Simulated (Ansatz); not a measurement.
**Be: an energy map of one atom**

The task, for Be: map the energy of atom 1 (Be) over a plane.

The COD cell was measured well above room temperature, so it is larger than a cold one.

Method: DFT PBE, scalar-relativistic, plane waves, PAW, in Ansatz 0.2.0.

1 further run of the same task is left out (for a broken database entry).

**1. The structure to begin with**

It takes space group P6_3/mmc (No. 194, hexagonal). The conventional cell has a = 2.300 Å, b = 2.300 Å, c = 3.601 Å, α = 90.00°, β = 90.00°, γ = 120.00°. Around Be (site symmetry -6m2) lie 12 Be at 2.24 to 2.30 Å.

Coordinates:

```
Be
1.0
     2.29950    0.00000    0.00000
    -1.14975    1.99143    0.00000
     0.00000    0.00000    3.60090
Be
2
Direct
  0.33333 0.66667 0.25000
  0.66667 0.33333 0.75000
```

No relaxation comes first: the listed cell is the starting point.

**2. Next: an energy map of one atom**

Atom 1 (Be) is moved by p along (0.000, 1.000, 0.000) and q along (0.000, 0.000, 1.000) (Å), all else fixed; its images in the other cells move with it. Points alike by symmetry are run once.

**3. At p = -0.600, q = -0.600**

The input, input.yaml:

```yaml
crystal:
  lattice:
    - [2.2995019849, 0.0, 0.0]
    - [-1.1497509925, 1.991427135, 0.0]
    - [0.0, 0.0, 3.6009]
  atoms:
    - { symbol: Be, position: [0.1826876006, 0.3653752011, 0.0833749896] }
    - { symbol: Be, position: [0.6666666667, 0.3333333333, 0.75] }
basis:
  ecutwfc: 420
kpoints:
  mp_grid: { grid: [24, 24, 14] }
hamiltonian:
  xc: pbe
scf:
  occupations: { method: gaussian, width: 0.15 }
output:
  forces: true
  stress: true
  eigenvalues: true
```

On the command line:

```
$ ansatz run input.yaml --threads 1 --pin off --max-ram 2560MiB --backend cpu --events-out ev --progress --plain --runs-dir out
```

The session goes on with these runs: point p = -0.600, q = 0.000; point p = 0.000, q = -0.600; point p = 0.600, q = 0.000; p = -0.600, q = -0.300; point p = -0.300, q = -0.600; At p = -0.300, q = 0.000; At p = 0.000, q = -0.300; p = 0.300, q = -0.600; point p = 0.300, q = 0.000; p = 0.600, q = -0.300; At p = -0.300, q = -0.300; point p = 0.300, q = -0.300.

Q: Predict the outcome of this session. Wanted: highest point; lowest point away from the origin.

The runs gave:

```
                         quantity                                      value
                    highest point  3.581 eV/cell at (p, q) = (0.600, -0.600)
lowest point away from the origin           0.112 eV/cell at (-0.300, 0.000)
```

In words: No computed point lies below the origin. Read as harmonic, the points at ±0.300 Å give force constants of 3.21 eV/Å² along p and 7.50 eV/Å² along q: the atom moves more easily along p.
